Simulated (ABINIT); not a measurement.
Runs of ABINIT 10.8.3 (patched build) on AgCl (Chlorargyrite). Symmetry: Fm-3m, No. 225, cubic system. Conventional cell: a = 5.470 Å, b = 5.470 Å, c = 5.470 Å, α = 90.00°, β = 90.00°, γ = 90.00°. Ag (site symmetry m-3m) has 6 Cl at 2.73 Å as nearest neighbours. Cl (site symmetry m-3m) is surrounded by 6 Ag at 2.73 Å. 

```csv
task,level,potentials or basis,cutoff (eV),fine-grid cutoff,gap on the mesh (eV),pressure (GPa)
band structure,r2SCAN,JTH PAW PBE v2.0,816,1414.99 eV,1.41,(a)
band structure,TB-mBJ,JTH PAW LDA v2.0,816,1414.99 eV,(b),-
band structure,LDA,JTH PAW LDA v2.0,680,1278.94 eV,0.61,-3.8
single point,PBEsol,PseudoDojo NC SR PBEsol v0.4.1 standard,1116,-,0.73,-0.7
band structure,PBEsol,PseudoDojo NC SR PBEsol v0.4.1 standard,1116,-,0.73,-0.7
```

Alike in all rows: no spin polarisation; cell as given; k mesh 8 × 8 × 8; smearing fermi-dirac 0.05 eV.

Problem. Fill in the values left out.

Solution. (a) 2.3; (b) 2.78.

Caveats: the PAW data sets were made with another functional, which shifts forces and pressure a little (some runs); the constant c of TB-mBJ comes from the pseudo density here, which moves gaps by up to 0.3 eV between sets of potentials (some runs).

A k mesh can miss the band edges, and the runs leave out spin-orbit coupling on Ag.

The runs don't all hold the same shells in valence.
